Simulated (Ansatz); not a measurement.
Structure: CdF2 on the sites of the fluorite structure (relaxed group Fm-3m), at its r2SCAN minimum. It is cubic, Fm-3m (No. 225); a = 5.388 Å in the conventional setting, 13.04 Å³ an atom. Cd has 8 F at 2.33 Å; F has 4 Cd at 2.33 Å.

```cif
data_structure
_symmetry_space_group_name_H-M 'P 1'
_symmetry_Int_Tables_number 1
_cell_length_a 3.8101
_cell_length_b 3.8101
_cell_length_c 3.8101
_cell_angle_alpha 60.000
_cell_angle_beta 60.000
_cell_angle_gamma 60.000
_cell_volume 39.11
loop_
_atom_site_label
_atom_site_type_symbol
_atom_site_fract_x
_atom_site_fract_y
_atom_site_fract_z
_atom_site_occupancy
Cd1 Cd 0.00000 0.00000 0.00000 1
F1 F 0.75000 0.75000 0.75000 1
F2 F 0.25000 0.25000 0.25000 1
```

4 runs of Ansatz 0.2.0 on this cell differ in the functional (and in the settings that go with it). Levels are in eV from each run's valence top; v1 is the last filled band, c1 the first empty one.

Run A, mean stress +1.7 GPa (compression positive):
```tsv
point	v5	v3	v1	c1	c2	c3
Γ	-1.02	-0.58	-0.58	5.21	14.97	14.97
X	-3.10	-0.54	-0.09	10.46	11.91	13.90
U	-2.66	-0.99	-0.22	10.41	13.05	13.23
L	-2.35	-1.93	-0.45	9.53	11.24	17.00
W	-2.76	-1.60	0.00	10.54	13.55	14.04
```

Run B, mean stress +5.4 GPa (compression positive):
```tsv
point	v5	v3	v1	c1	c2	c3
Γ	-0.98	-0.50	-0.50	3.10	12.70	12.70
X	-2.95	-0.51	-0.09	8.03	9.68	11.94
U	-2.52	-0.95	-0.20	7.98	10.76	11.14
L	-2.27	-1.84	-0.40	7.19	9.16	14.50
W	-2.58	-1.53	0.00	8.09	11.51	11.70
```

Run C, mean stress +1.5 GPa (compression positive):
```tsv
point	v5	v3	v1	c1	c2	c3
Γ	-1.01	-0.59	-0.59	5.96	15.74	15.74
X	-3.12	-0.55	-0.09	11.25	12.68	14.68
U	-2.67	-1.00	-0.22	11.20	13.82	14.01
L	-2.37	-1.94	-0.45	10.32	12.02	17.78
W	-2.77	-1.61	0.00	11.33	14.33	14.81
```

Run D, mean stress 0.0 GPa (compression positive):
```tsv
point	v5	v3	v1	c1	c2	c3
Γ	-0.99	-0.51	-0.51	3.79	13.64	13.64
X	-2.96	-0.52	-0.09	8.92	10.59	12.22
U	-2.53	-0.96	-0.20	8.87	11.59	11.69
L	-2.28	-1.84	-0.41	8.02	9.70	15.63
W	-2.60	-1.52	0.00	8.98	11.87	12.65
```

Task: Match the runs to PBE, r2SCAN, HSE06, PBE0.

Result: A is HSE06, B is PBE, C is PBE0, D is r2SCAN. In order of the gap: PBE 3.10, r2SCAN 3.79, HSE06 5.21, PBE0 5.96 eV. The stress vanishes for r2SCAN, which relaxed the cell.

No spin polarisation and no zero-point or thermal motion; the cell was built from a prototype and may be hypothetical.

The runs are scalar-relativistic, without spin-orbit coupling.

The program warns that its thresholds are loose for a hybrid's stress.

The meshes of the hybrids are coarse, so their gaps aren't converged to the digits shown.
